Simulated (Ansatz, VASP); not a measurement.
One calculation of Au, two programs

```
Au
1.0
     0.00000    2.07915    2.07915
     2.07915    0.00000    2.07915
     2.07915    2.07915    0.00000
Au
1
Cartesian
  0.0000 0.0000 0.0000
```

Alike in both runs: functional PBE; k mesh 20 × 20 × 20; occupations fermi-dirac, width 0.15 eV; no spin polarisation.

Ansatz relaxed the structure, and its values are those at the end. VASP's run is a single point on that final structure, the one shown.

|  | VASP | Ansatz |
| --- | --- | --- |
| version | VASP 6.6.1 | Ansatz 0.2.0 |
| potentials or method | VASP PAW PBE potentials, release 64 (Au) | scalar-relativistic, plane waves, PAW |
| plane-wave cutoff (eV) | 520 | 420 |
| valence electrons in the cell | 11 | 19 |

```csv
,VASP,Ansatz,Ansatz less VASP
gap on the k mesh at the Fermi level (eV),none,none,-
pressure (GPa),-0.2,0.0,+0.16
```

A gap of «none» marks a metal or a gap that the smearing closes. The two sets of potentials don't hold the same shells in valence.

The runs have no spin-orbit coupling, so splittings on Au are missing.
